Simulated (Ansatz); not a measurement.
C₃H₄N₂, SMILES `c1cn[nH]c1`, 9 atoms. The species carries charge 0 and has multiplicity 1. All runs use 4 threads of an Intel Xeon Platinum 8175M on a shared host. Correlated methods freeze the cores. Open-shell runs search over several starts.

Q: How many basis functions does each run have, and how long does it take in Ansatz? RKS BHLYP-D4/def2-TZVPP energy; UKS ωB97M-V/def2-TZVPP energy of the cation; UKS ωB97X-V/def2-TZVPP energy of the cation; RKS PBE0-D4/def2-SVP energy; RKS PBE-QIDH (frozen core)/def2-TZVPP energy; RHF-CCSD(T)/def2-TZVPP energy; RKS LC-ωPBE/def2-TZVPP energy; RKS PBE0-D4/def2-QZVPP energy; RHF-MP2/def2-QZVPP energy; UKS PBE-D4/def2-TZVPP energy of the cation; UKS PBE0-D4/def2-TZVPP energy of the cation; RHF-CCSD(T)/def2-SVP energy. (Best estimate.)

A: Ansatz gave: Other jobs shared the machine, so times are rough.

| level | job | functions | wall time | peak host memory (GiB) |
| --- | --- | --- | --- | --- |
| RKS PBE0-D4/def2-SVP | energy | 90 | 0.8 s | 0.19 |
| RKS LC-ωPBE/def2-TZVPP | energy | 211 | 1.8 s | 0.32 |
| RKS BHLYP-D4/def2-TZVPP | energy | 211 | 1.9 s | 0.42 |
| RHF-CCSD(T)/def2-SVP | energy | 90 | 2.1 s | 0.37 |
| RKS PBE-QIDH (frozen core)/def2-TZVPP | energy | 211 | 3.8 s | 0.5 |
| UKS PBE-D4/def2-TZVPP | energy of the cation | 211 | 6.5 s | 0.52 |
| UKS PBE0-D4/def2-TZVPP | energy of the cation | 211 | 7.5 s | 0.55 |
| RKS PBE0-D4/def2-QZVPP | energy | 405 | 7.5 s | 1.1 |
| RHF-MP2/def2-QZVPP | energy | 405 | 18 s | 2.1 |
| UKS ωB97M-V/def2-TZVPP | energy of the cation | 211 | 24 s | 0.99 |
| UKS ωB97X-V/def2-TZVPP | energy of the cation | 211 | 25 s | 0.94 |
| RHF-CCSD(T)/def2-TZVPP | energy | 211 | 40 s | 3.2 |

LC-ωPBE has ω = 0.4 bohr⁻¹.
